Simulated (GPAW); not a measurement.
# KI (Fm-3m) in GPAW: further runs, part 2 of 2

GPAW 26.7.0. Earlier steps stand in the parts before.

## 3. Relaxation of cell and atoms, revPBE

The input, run.py:

```python
from ase import Atoms
from ase.filters import FrechetCellFilter
from ase.io import write
from ase.optimize import BFGS
from gpaw import GPAW, PW

atoms = Atoms(['I', 'K'],
              cell=[[0.0, 3.532775, 3.532775],
                    [3.532775, 0.0, 3.532775],
                    [3.532775, 3.532775, 0.0]],
              scaled_positions=[[0.5, 0.5, 0.5],
                                [0.0, 0.0, 0.0]],
              pbc=True)

calc = GPAW(mode=PW(600),
            xc='revPBE',
            kpts={'size': (7, 7, 7), 'gamma': True},
            occupations={'name': 'fermi-dirac', 'width': 0.05},
            nbands=16,
            convergence={'density': 1e-05, 'forces': 0.0001},
            maxiter=150,
            txt='gpaw.txt')
atoms.calc = calc
opt = BFGS(FrechetCellFilter(atoms), trajectory='relax.traj', logfile='-')
done = opt.run(fmax=0.02, steps=60)
calc.write('gs.gpw')
write('result.traj', atoms)
print('Converged:', done)
print('Cell:', atoms.cell.cellpar().round(4))
print('Volume:', round(atoms.get_volume(), 4))
print(atoms.get_scaled_positions().round(5))
```

Potentials or basis: the program's PAW data sets (release 1.2.1) made for this functional, pw.

Command:

```sh
OMP_NUM_THREADS=1 python run.py
```

It took 83 s on 1 thread of Arm Neoverse V1, shared host; peak memory 0.21 GiB.

The run converged. Its results:

```
Free energy                            : -5.4361 eV
Relaxed volume                         : 50.28 Å³/atom
Relaxed cell                           : a = 5.220 Å, b = 5.220 Å, c = 5.220 Å, α = 60.00°, β = 60.00°, γ = 60.00°
Space group after relaxing (to 0.05 Å) : Fm-3m (No. 225)
Energy gained by relaxing              : 26.6 meV/atom
Ionic steps                            : 4
Pressure after relaxing                : 0.0 GPa
Band gap on the k mesh                 : 3.96 eV, direct
```

The path:
```tsv
step	energy change (eV)	largest force (eV/Å)	pressure (GPa)	volume (Å³)
1	0.0000	0.0000	1.52	88.18
2	-0.0072	0.0000	1.39	88.97
3	-0.0523	0.0000	0.17	98.93
4	-0.0533	0.0000	0.02	100.56
```

Final structure:
```
I K
1.0
     0.00000    3.69085    3.69085
     3.69085    0.00000    3.69085
     3.69085    3.69085    0.00000
I K
1 1
Direct
  0.50000 0.50000 0.50000
  0.00000 0.00000 0.00000
```

Levels at points of the mesh, in eV from the valence-band top:
| k point | band 5 | band 6 | band 7 | band 8 | band 9 | band 10 | band 11 | band 12 |
| --- | --- | --- | --- | --- | --- | --- | --- | --- |
| (0.00, 0.00, 0.00) | -10.26 | 0.00 | 0.00 | 0.00 | 3.96 | 6.68 | 6.68 | 6.68 |

Caveat: later steps reuse the first step's grids; spin-orbit coupling is left out, which moves the levels of the heavy elements; an odd mesh through Γ misses points on the zone boundary, where band edges often lie. Zero-point motion and thermal expansion aren't in these numbers.

## 4. Relaxation of cell and atoms, BLYP

The input, run.py:

```python
from ase.filters import FrechetCellFilter
from ase.io import read, write
from ase.optimize import BFGS
from gpaw import GPAW, PW, setup_paths

setup_paths.insert(0, '.')

atoms = read('KI.xyz')

calc = GPAW(mode=PW(600),
            xc='BLYP',
            kpts={'size': (7, 7, 7), 'gamma': True},
            occupations={'name': 'fermi-dirac', 'width': 0.05},
            nbands=16,
            convergence={'density': 1e-05, 'forces': 0.0001},
            eigensolver='davidson',
            maxiter=150,
            txt='gpaw.txt')
atoms.calc = calc
opt = BFGS(FrechetCellFilter(atoms), trajectory='relax.traj', logfile='-')
done = opt.run(fmax=0.02, steps=60)
calc.write('gs.gpw')
write('result.traj', atoms)
print('Converged:', done)
print('Cell:', atoms.cell.cellpar().round(4))
print('Volume:', round(atoms.get_volume(), 4))
print(atoms.get_scaled_positions().round(5))
```

The input, KI.xyz:

```xyz
2
Lattice="0.0000000000 3.5327750000 3.5327750000 3.5327750000 0.0000000000 3.5327750000 3.5327750000 3.5327750000 0.0000000000" Properties=species:S:1:pos:R:3 pbc="T T T"
I      3.5327750000      3.5327750000      3.5327750000
K      0.0000000000      0.0000000000      0.0000000000
```

Potentials or basis: PAW data sets generated in the run's folder for this functional, pw.

Command:

```sh
gpaw-setup -f BLYP I K
OMP_NUM_THREADS=1 python run.py
```

gpaw.txt:

```text
__  _  _
 | _ |_)|_||  |
 |__||  | ||/\| - 26.7.0

Input parameters:
  mode=PW(ecut=600.0),
  convergence={'density': 1e-05, 'forces': 0.0001},
  eigensolver=Davidson(niter=2),
  kpts=MonkhorstPack(size=(7, 7, 7), gamma=True),
  maxiter=150,
  nbands=16,
  occupations=Occupations(name='fermi-dirac', width=0.05),
  xc=XC(name='BLYP')

Diagonalizing LCAO Hamiltonian
Converting LCAO to pw mode

                   I

       K

Atoms  # Å, Bohr magnetons
|   | symbol |        x |        y |        z |    initial magnetic moments |
|---|--------|----------|----------|----------|-----------------------------|
| 0 |      I | 3.532775 | 3.532775 | 3.532775 | ( 0.0000,  0.0000,  0.0000) |
| 1 |      K | 0.000000 | 0.000000 | 0.000000 | ( 0.0000,  0.0000,  0.0000) |

Unit cell  # Å
[... 826 lines left out ...]
|      yes | 3.661032 | 3.661032 | -0.000000 | 5.177481 | 60.000000 |

Number of symmetries: 48
Symmetry operations  # r_c * U_cc + t_c -> r_c
|    | kind |            matrix            |
|----|------|------------------------------|
|  0 |  σ   |  1, 0, 0,  1, 0,-1,  1,-1, 0 |
|  1 |  C2  |  1, 0, 0,  1,-1, 0,  1, 0,-1 |
|  2 |  E   |  1, 0, 0,  0, 1, 0,  0, 0, 1 |
|  3 |  σ   |  1, 0, 0,  0, 0, 1,  0, 1, 0 |
|  4 |  C4  |  1, 0,-1,  1, 0, 0,  1,-1, 0 |
|  5 |  S6  |  1, 0,-1,  1,-1, 0,  1, 0, 0 |
|  6 |  σ   |  1, 0,-1,  0, 1,-1,  0, 0,-1 |
|  7 |  C3  |  1, 0,-1,  0, 0,-1,  0, 1,-1 |
|  8 |  S6  |  1,-1, 0,  1, 0, 0,  1, 0,-1 |
[... 172 lines left out ...]
SCF iterations
|iter     | |      energy | eigst |  dens |force |
|---------|-|-------------|-------|-------|------|
|iter:   1| |   -5.247267 |       |       |      |
|iter:   2| |   -5.244870 | -3.88 | -1.88 |      |
|iter:   3| |   -5.232698 | -2.79 | -1.90 |      |
|iter:   4| |   -5.231905 | -4.69 | -2.40 |      |
|iter:   5| |   -5.231860c| -4.88 | -2.95 |      |
|iter:   6| |   -5.231858c| -5.96 | -3.75 |      |
|iter:   7| |   -5.231858c| -6.76 | -4.46 |      |
|iter:   8| |   -5.231858c| -7.57c| -4.79 |      |
|iter:   9| |   -5.231858c| -8.27c| -5.47c|      |
|iter:  10| |   -5.231858c| -9.19c| -6.03c|-23.10c|

Converged in 10 steps
Energy contributions relative to reference atoms: (reference = -209947.292273)
[... 41 lines left out ...]
Stress tensor  # eV/Ang^3
|         x |         y |         z |
|-----------|-----------|-----------|
| -0.000108 |  0.000000 | -0.000000 |
|  0.000000 | -0.000108 |  0.000000 |
| -0.000000 |  0.000000 | -0.000108 |

Forces  # eV/Ang
|        x |        y |       z |
|----------|----------|---------|
| -0.00000 | -0.00000 | 0.00000 |  # I    0
|  0.00000 |  0.00000 | 0.00000 |  # K    1

# Writing to gs.gpw (mode='')
```

stdout:

```text
Step          Energy          fmax
BFGS:    0       -5.194054        0.359983
BFGS:    1       -5.199428        0.330718
BFGS:    2       -5.231235        0.040297
BFGS:    3       -5.231858        0.005323
Converged: True
Cell: [ 5.1775  5.1775  5.1775 60.     60.     60.    ]
Volume: 98.1388
[[0.5 0.5 0.5]
 [0.  0.  0. ]]
```

Wall time 79 s (1 thread of Arm Neoverse V1, shared host); peak memory 0.21 GiB.

What came out:

```yaml
Free_energy: -5.2319 eV
Relaxed_volume: 49.07 Å³/atom
Relaxed_cell: a = 5.177 Å, b = 5.177 Å, c = 5.177 Å, α = 60.00°, β = 60.00°, γ = 60.00°
Space_group_after_relaxing_to_0.05_Å: Fm-3m (No. 225)
Energy_gained_by_relaxing: 18.9 meV/atom
Ionic_steps: 4
Pressure_after_relaxing: 0.0 GPa
Band_gap_on_the_k_mesh: 3.75 eV, direct
```

The path:
| step | energy change (eV) | largest force (eV/Å) | pressure (GPa) | volume (Å³) |
| --- | --- | --- | --- | --- |
| 1 | 0.0000 | 0.0000 | 1.31 | 88.18 |
| 2 | -0.0054 | 0.0000 | 1.19 | 88.86 |
| 3 | -0.0372 | 0.0000 | 0.13 | 96.96 |
| 4 | -0.0378 | 0.0000 | 0.02 | 98.14 |

Final structure:
```
I K
1.0
     0.00000    3.66103    3.66103
     3.66103    0.00000    3.66103
     3.66103    3.66103    0.00000
I K
1 1
Cartesian
  3.6610 3.6610 3.6610
  0.0000 0.0000 0.0000
```

Caveat: later steps reuse the first step's grids; spin-orbit coupling is left out, which moves the levels of the heavy elements; an odd mesh through Γ misses points on the zone boundary, where band edges often lie.

## 5. Overview

```csv
level,potentials or basis,eigensolver,gap on the mesh (eV),pressure (GPa),relaxed volume (Å³/atom)
RPBE,"the program's PAW data sets (release 1.2.1) made for this functional, pw",-,3.96,0.0,50.96
revPBE,"the program's PAW data sets (release 1.2.1) made for this functional, pw",-,3.96,0.0,50.28
BLYP,"PAW data sets generated in the run's folder for this functional, pw",davidson,3.75,0.0,49.07
```

Alike in all rows: task relaxation of cell and atoms; no spin polarisation; cell relaxed; k mesh 7 × 7 × 7; cutoff (eV) 600; smearing fermi-dirac 0.05 eV.

Caveats: later steps reuse the first step's grids; spin-orbit coupling is left out, which moves the levels of the heavy elements; an odd mesh through Γ misses points on the zone boundary, where band edges often lie; the volume moved by over 15 % at a fixed basis, so the end points are rough (some runs).

Total energies depend on the potentials used, so only differences within one code and one set of settings carry meaning.
